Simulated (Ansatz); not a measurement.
# Si: the cost of one run

Method: DFT PBE, scalar-relativistic, plane waves, PAW, in Ansatz 0.2.0.

8 further runs of the same task are left out: 8 set aside as unsound or not needed.

## Step 1: The system as given

The structure is hexagonal, space group P6/mmm (No. 191). Conventional cell: a = 2.937 Å, b = 2.937 Å, c = 2.744 Å, α = 90.00°, β = 90.00°, γ = 120.00°. Si (site symmetry 6/mmm) has 8 Si at 2.74 to 2.94 Å as nearest neighbours.

Coordinates:

```cif
data_structure
_symmetry_space_group_name_H-M 'P6/mmm'
_symmetry_Int_Tables_number 191
_cell_length_a 2.9367
_cell_length_b 2.9367
_cell_length_c 2.7440
_cell_angle_alpha 90.000
_cell_angle_beta 90.000
_cell_angle_gamma 120.000
_cell_volume 20.50
loop_
_atom_site_label
_atom_site_type_symbol
_atom_site_symmetry_multiplicity
_atom_site_Wyckoff_symbol
_atom_site_fract_x
_atom_site_fract_y
_atom_site_fract_z
_atom_site_occupancy
Si1 Si 1 a 0.00000 0.00000 0.00000 1
```

This is candidate A: simple hexagonal type (P6/mmm, No. 191).

(A quick probe on a coarse mesh, which set the mesh and smearing, is not shown.)

## Step 3: A loose first relaxation (candidate A)

The input, input.yaml:

```yaml
crystal:
  lattice:
    - [2.9367410356, 0.0, 0.0]
    - [-1.4683705178, 2.5432923412, 0.0]
    - [0.0, 0.0, 2.7440174052]
  atoms:
    - { symbol: Si, position: [0.0, 0.0, 0.0] }
basis:
  ecutwfc: 420
kpoints:
  mp_grid: { grid: [6, 6, 6] }
hamiltonian:
  xc: pbe
scf:
  occupations: { method: gaussian, width: 0.1 }
  lower_state_search: "off"
output:
  forces: true
  stress: true
  eigenvalues: true
relax:
  adjacent_minimum: "off"
  f_tol: 0.04
  max_steps: 70
  cell: { stress_tol: 0.4 }
```

What time and memory should one allow on 1 thread of an x86-64 CPU, shared host?

About 1.6 s, with a peak of 0.37 GiB.
